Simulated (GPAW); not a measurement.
A run of GPAW 26.7.0 is set up as follows.

run.py

```python
from ase.calculators.mixing import SumCalculator
from ase.eos import EquationOfState
from ase.io import Trajectory, read
from ase.units import GPa
from dftd4.ase import DFTD4
from gpaw import GPAW, PW

atoms = read('POSCAR')

traj = Trajectory('eos.traj', 'w')
volumes, energies = [], []
for x in [0.94, 0.96, 0.98, 1.0, 1.02, 1.04, 1.06]:
    a = atoms.copy()
    a.set_cell(atoms.cell * x**(1 / 3), scale_atoms=True)
    calc = GPAW(mode=PW(600),
                xc='RPBE',
                kpts={'size': (8, 8, 8), 'gamma': True},
                occupations={'name': 'fermi-dirac', 'width': 0.05},
                nbands=11,
                convergence={'density': 1e-05, 'energy': 1e-05},
                maxiter=150,
                txt=f'eos-{x:.2f}.txt')
    a.calc = SumCalculator([calc, DFTD4(method='rpbe')])
    energies.append(a.get_potential_energy())
    volumes.append(a.get_volume())
    p = -a.get_stress()[:3].mean() / GPa
    calc.write(f'eos-{x:.2f}.gpw')
    traj.write(a)
    print(f'{x:.2f} {volumes[-1]:10.4f} A^3 {energies[-1]:14.6f} eV {p:9.3f} GPa', flush=True)

v0, e0, B = EquationOfState(volumes, energies, eos='birchmurnaghan').fit()
print(f'V0 = {v0:.4f} A^3, E0 = {e0:.6f} eV, B0 = {B / GPa:.2f} GPa')
```

File POSCAR:

```
GaP
1.0
    0.0000000000      2.7252500000      2.7252500000
    2.7252500000      0.0000000000      2.7252500000
    2.7252500000      2.7252500000      0.0000000000
Ga P
1 1
Direct
    0.0000000000      0.0000000000      0.0000000000
    0.7500000000      0.7500000000      0.7500000000
```

Potentials or basis: the program's PAW data sets (release 1.2.1) made for this functional, pw.

Command:

```bash
$ OMP_NUM_THREADS=1 python run.py
```

Problem. What does it give for the bulk modulus?

Solution. 90 GPa.

Problem. Estimate the pressure derivative of the bulk modulus.

Solution. 4.7.

Problem. Predict the equilibrium volume.

Solution. 20.19 Å³/atom.

Energy against volume, from the lowest point:
```
volume (Å³/atom)  energy (meV/atom)
          19.026              20.94
          19.431               8.51
          19.836               1.74
          20.240               0.00
          20.645               2.78
          21.050               9.58
          21.455              19.96
```

Caveat: the data sets keep Ga 3d, Li 1s and Be 1s frozen, and some such compounds lay over 1.5 % in volume off other programs.

**What was measured.**

“Phosphorous dimerization in GaP at high pressure”, 2017, arxiv:1709.06667 reports, for a bulk crystal of GaP: bulk modulus 87.5 ± 0.6 GPa.

A measured bulk modulus of GaP is 87.5 GPa (“Phosphorous dimerization in GaP at high pressure”, 2017, arxiv:1709.06667); the calculated 90 GPa misses it by +3.0 %. The fit is for a static lattice scaled at fixed shape and fixed fractional positions.
